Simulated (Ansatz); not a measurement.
Wanted: the native input for an Ansatz 0.2.0 run.

* Task: band structure
* Functional: r2SCAN50
* Potentials or basis: Ansatz PAW
* Cutoff: 500 eV (not typed: the program's choice for these potentials)
* k mesh: 4 × 4 × 4
* Occupations: fermi-dirac, width 0.05 eV
* Spin: no spin polarisation
* Path: [["G", "X", "W", "K", "G", "L", "U", "W", "L", "K"], ["U", "X"]]
* Points for each segment of the path: 4

The system is GaSb.

```
Sb Ga
1.0
     0.00000    3.05900    3.05900
     3.05900    0.00000    3.05900
     3.05900    3.05900    0.00000
Sb Ga
1 1
Direct
  0.75000 0.75000 0.75000
  0.00000 0.00000 0.00000
```

The input as run:

input.yaml

```yaml
crystal:
  lattice:
    - [0.0, 3.059, 3.059]
    - [3.059, 0.0, 3.059]
    - [3.059, 3.059, 0.0]
  atoms:
    - { symbol: Sb, position: [0.75, 0.75, 0.75] }
    - { symbol: Ga, position: [0.0, 0.0, 0.0] }
hamiltonian:
  xc: r2scan50
  pseudopotentials: { kind: paw }
kpoints:
  mp_grid: { grid: [4, 4, 4] }
  band_path:
    path:
      - [[0.0, 0.0, 0.0], [0.5, 0.0, 0.5], [0.5, 0.25, 0.75], [0.375, 0.375, 0.75], [0.0, 0.0, 0.0], [0.5, 0.5, 0.5], [0.625, 0.25, 0.625], [0.5, 0.25, 0.75], [0.5, 0.5, 0.5], [0.375, 0.375, 0.75]]
      - [[0.625, 0.25, 0.625], [0.5, 0.0, 0.5]]
    npoints: 4
scf:
  occupations: { method: fermi_dirac, width: 0.05 }
  n_extra_bands: 6
output:
  forces: true
  stress: true
  eigenvalues: true
  fatbands: false
```

Potentials or basis: Ansatz PAW.

Run with:

```bash
$ ansatz run input.yaml --threads 2 --pin off --max-ram 5632MiB --backend cpu --events-out ev --progress --plain --runs-dir out
```

Results of the run:

```yaml
Pressure: -1.4 GPa
Band_gap_on_the_k_mesh: 3.08 eV, direct
Band_gap_along_the_path: 3.08 eV, direct
```

Caveat: the k mesh is coarse (spacing up to 0.44 Å⁻¹), so the values aren't converged, least of all with exact exchange; spin-orbit coupling is left out, which moves the levels of the heavy elements; the PAW data sets come from PBE, with cores solved anew for the run's functional, which leaves a small shift of forces and pressure; the thresholds are loose for stress.

It took 2.6 min on 2 threads of Intel(R) Xeon(R) Processor @ 2.70GHz (shared host), peak memory 1 GiB.
